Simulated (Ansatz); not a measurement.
Runs of Ansatz 0.2.0 on MgS. It takes space group F-43m (No. 216, cubic). Conventional cell: a = 5.666 Å, b = 5.666 Å, c = 5.666 Å, α = 90.00°, β = 90.00°, γ = 90.00°. S (site symmetry -43m) has 4 Mg at 2.45 Å as nearest neighbours. Around Mg (site symmetry -43m) lie 4 S at 2.45 Å. The cell comes from a database or a generator and needn't be the stable form of this composition.

```tsv
task	level	potentials or basis	cell	k mesh	cutoff (eV)	smearing	driver	eos	mesh quality	gap on the mesh (eV)	V0 of scaled cells (Å³/atom)	B0 (GPa)
projected density of states	r2SCAN+rVV10	SPMS NC	volume scaled by 1.15	8 × 8 × 8	762	gaussian 0.1 eV	-	-	not flagged	3.27	-	-
equation of state	HSE03	Ansatz PAW	as given	5 × 5 × 5	420	fixed	calculator	murnaghan	coarse	-	(b)	59
electron localisation function	HSE03	SPMS NC	as given	5 × 5 × 5	762	fixed	chain	-	not flagged	4.34	-	-
equation of state	r2SCANh	Ansatz PAW	as given	4 × 4 × 4	500	methfessel-paxton 0.1 eV	calculator	birch	coarse	-	22.64	(a)
projected density of states	r2SCAN+rVV10	SPMS NC	volume scaled by 1.15	8 × 8 × 8	762	gaussian 0.1 eV	chain	-	not flagged	3.27	-	-
```

Alike in all rows: no spin polarisation.

Task: Fill in the values left out.

Result: (a) 61; (b) 22.74.

Caveats: some runs use coarse meshes; the potentials were made for another functional, which shifts forces and pressure (some runs); the thresholds are loose for stress (some runs); the meta-GGA runs on potentials made for a GGA (some runs); the rVV10 pressure on norm-conserving files is uncertain (some runs); the PAW data sets were made with another functional, which shifts forces and pressure a little (some runs); odd divisions of the mesh miss points on the zone boundary, where band edges often lie, so the gap on the mesh can be too wide (some runs).

